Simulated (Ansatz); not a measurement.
# Band structure of Sc

```xyz
1
Lattice="0.0000 2.3097 2.3097 2.3097 0.0000 2.3097 2.3097 2.3097 0.0000" Properties=species:S:1:pos:R:3 pbc="T T T"
Sc    0.0000    0.0000    0.0000
```

The cell was built from the fcc type and relaxed in the same program, and has space group Fm-3m; it needn't be a known or the stable phase.

Spin polarisation is left out, and whether a magnetic state lies lower isn't shown here.

Computed with DFT, PBE, all-electron LAPW, scalar-relativistic (Ansatz 0.2.0).

Settings: a Γ-centred 13×13×13 k mesh, Fermi–Dirac smearing of 0.03 eV, basis error target 0.25 meV/atom, no spin polarisation.

Points in fractions of the reciprocal vectors of this cell: Γ (0, 0, 0), X (0.5, 0, 0.5), U (0.625, 0.25, 0.625), K (0.375, 0.375, 0.75), L (0.5, 0.5, 0.5), W (0.5, 0.25, 0.75). The path joins them by straight lines in the order Γ–X–U–K–Γ–L–W–X; legs that retrace an earlier one aren't tabulated. Energies are in eV from the Fermi level.

Metal or insulator at this level of theory?

No gap opens: metallic or semimetallic.

Tabulate bands 1 to 8, counted from the lowest band of the run, along the path.


```json
{"k (1/Å)": "0.00", "point": "Γ", "band 1": "-49.44", "band 2": "-27.85", "band 3": "-27.85", "band 4": "-27.85", "band 5": "-5.19", "band 6": "1.58", "band 7": "1.58", "band 8": "1.58"}
{"k (1/Å)": "0.34", "point": "", "band 1": "-49.43", "band 2": "-27.91", "band 3": "-27.87", "band 4": "-27.87", "band 5": "-4.67", "band 6": "1.17", "band 7": "1.81", "band 8": "1.81"}
{"k (1/Å)": "0.68", "point": "", "band 1": "-49.40", "band 2": "-28.04", "band 3": "-27.92", "band 4": "-27.92", "band 5": "-3.30", "band 6": "0.33", "band 7": "1.68", "band 8": "2.48"}
{"k (1/Å)": "1.02", "point": "", "band 1": "-49.37", "band 2": "-28.17", "band 3": "-27.97", "band 4": "-27.97", "band 5": "-1.89", "band 6": "-0.36", "band 7": "1.37", "band 8": "3.46"}
{"k (1/Å)": "1.36", "point": "X", "band 1": "-49.36", "band 2": "-28.22", "band 3": "-27.99", "band 4": "-27.99", "band 5": "-1.52", "band 6": "-0.62", "band 7": "1.91", "band 8": "3.84"}
{"k (1/Å)": "1.48", "point": "", "band 1": "-49.36", "band 2": "-28.22", "band 3": "-28.00", "band 4": "-27.99", "band 5": "-1.47", "band 6": "-0.60", "band 7": "1.78", "band 8": "3.76"}
{"k (1/Å)": "1.60", "point": "", "band 1": "-49.36", "band 2": "-28.20", "band 3": "-28.02", "band 4": "-27.98", "band 5": "-1.32", "band 6": "-0.53", "band 7": "1.49", "band 8": "3.54"}
{"k (1/Å)": "1.72", "point": "", "band 1": "-49.36", "band 2": "-28.18", "band 3": "-28.04", "band 4": "-27.97", "band 5": "-1.10", "band 6": "-0.45", "band 7": "1.16", "band 8": "3.26"}
{"k (1/Å)": "1.84", "point": "U", "band 1": "-49.36", "band 2": "-28.16", "band 3": "-28.08", "band 4": "-27.96", "band 5": "-0.81", "band 6": "-0.41", "band 7": "0.86", "band 8": "2.96"}
{"k (1/Å)": "2.05", "point": "", "band 1": "-49.36", "band 2": "-28.14", "band 3": "-28.08", "band 4": "-27.96", "band 5": "-0.65", "band 6": "-0.32", "band 7": "0.61", "band 8": "2.68"}
{"k (1/Å)": "2.26", "point": "", "band 1": "-49.36", "band 2": "-28.14", "band 3": "-28.08", "band 4": "-27.97", "band 5": "-0.57", "band 6": "-0.17", "band 7": "0.38", "band 8": "2.50"}
{"k (1/Å)": "2.47", "point": "", "band 1": "-49.36", "band 2": "-28.14", "band 3": "-28.08", "band 4": "-27.96", "band 5": "-0.65", "band 6": "-0.32", "band 7": "0.61", "band 8": "2.68"}
{"k (1/Å)": "2.67", "point": "K", "band 1": "-49.36", "band 2": "-28.16", "band 3": "-28.08", "band 4": "-27.96", "band 5": "-0.81", "band 6": "-0.41", "band 7": "0.86", "band 8": "2.96"}
{"k (1/Å)": "3.03", "point": "", "band 1": "-49.37", "band 2": "-28.14", "band 3": "-28.05", "band 4": "-27.92", "band 5": "-1.26", "band 6": "0.33", "band 7": "0.35", "band 8": "2.31"}
{"k (1/Å)": "3.40", "point": "", "band 1": "-49.40", "band 2": "-28.08", "band 3": "-27.95", "band 4": "-27.88", "band 5": "-3.08", "band 6": "0.53", "band 7": "1.39", "band 8": "2.27"}
{"k (1/Å)": "3.76", "point": "", "band 1": "-49.43", "band 2": "-27.93", "band 3": "-27.87", "band 4": "-27.86", "band 5": "-4.61", "band 6": "1.18", "band 7": "1.75", "band 8": "1.79"}
{"k (1/Å)": "4.12", "point": "Γ", "band 1": "-49.44", "band 2": "-27.85", "band 3": "-27.85", "band 4": "-27.85", "band 5": "-5.19", "band 6": "1.58", "band 7": "1.58", "band 8": "1.58"}
{"k (1/Å)": "4.41", "point": "", "band 1": "-49.43", "band 2": "-27.91", "band 3": "-27.86", "band 4": "-27.86", "band 5": "-4.80", "band 6": "1.30", "band 7": "1.71", "band 8": "1.71"}
{"k (1/Å)": "4.71", "point": "", "band 1": "-49.41", "band 2": "-28.05", "band 3": "-27.88", "band 4": "-27.88", "band 5": "-3.74", "band 6": "0.74", "band 7": "1.78", "band 8": "1.78"}
{"k (1/Å)": "5.00", "point": "", "band 1": "-49.39", "band 2": "-28.19", "band 3": "-27.89", "band 4": "-27.89", "band 5": "-2.42", "band 6": "0.31", "band 7": "1.58", "band 8": "1.58"}
{"k (1/Å)": "5.29", "point": "L", "band 1": "-49.38", "band 2": "-28.24", "band 3": "-27.90", "band 4": "-27.90", "band 5": "-1.76", "band 6": "0.22", "band 7": "1.47", "band 8": "1.47"}
{"k (1/Å)": "5.54", "point": "", "band 1": "-49.38", "band 2": "-28.23", "band 3": "-27.93", "band 4": "-27.91", "band 5": "-1.53", "band 6": "0.04", "band 7": "1.28", "band 8": "1.65"}
{"k (1/Å)": "5.78", "point": "", "band 1": "-49.37", "band 2": "-28.19", "band 3": "-28.00", "band 4": "-27.93", "band 5": "-0.90", "band 6": "-0.30", "band 7": "0.82", "band 8": "2.12"}
{"k (1/Å)": "6.02", "point": "", "band 1": "-49.36", "band 2": "-28.14", "band 3": "-28.08", "band 4": "-27.97", "band 5": "-0.57", "band 6": "-0.17", "band 7": "0.38", "band 8": "2.50"}
{"k (1/Å)": "6.26", "point": "W", "band 1": "-49.36", "band 2": "-28.11", "band 3": "-28.11", "band 4": "-28.00", "band 5": "-0.66", "band 6": "0.21", "band 7": "0.21", "band 8": "2.48"}
{"k (1/Å)": "6.43", "point": "", "band 1": "-49.36", "band 2": "-28.15", "band 3": "-28.06", "band 4": "-27.99", "band 5": "-0.82", "band 6": "-0.15", "band 7": "0.66", "band 8": "2.72"}
{"k (1/Å)": "6.60", "point": "", "band 1": "-49.36", "band 2": "-28.19", "band 3": "-28.02", "band 4": "-27.99", "band 5": "-1.15", "band 6": "-0.41", "band 7": "1.17", "band 8": "3.24"}
{"k (1/Å)": "6.77", "point": "", "band 1": "-49.36", "band 2": "-28.21", "band 3": "-28.00", "band 4": "-27.99", "band 5": "-1.42", "band 6": "-0.57", "band 7": "1.67", "band 8": "3.68"}
{"k (1/Å)": "6.94", "point": "X", "band 1": "-49.36", "band 2": "-28.22", "band 3": "-27.99", "band 4": "-27.99", "band 5": "-1.52", "band 6": "-0.62", "band 7": "1.91", "band 8": "3.84"}
```
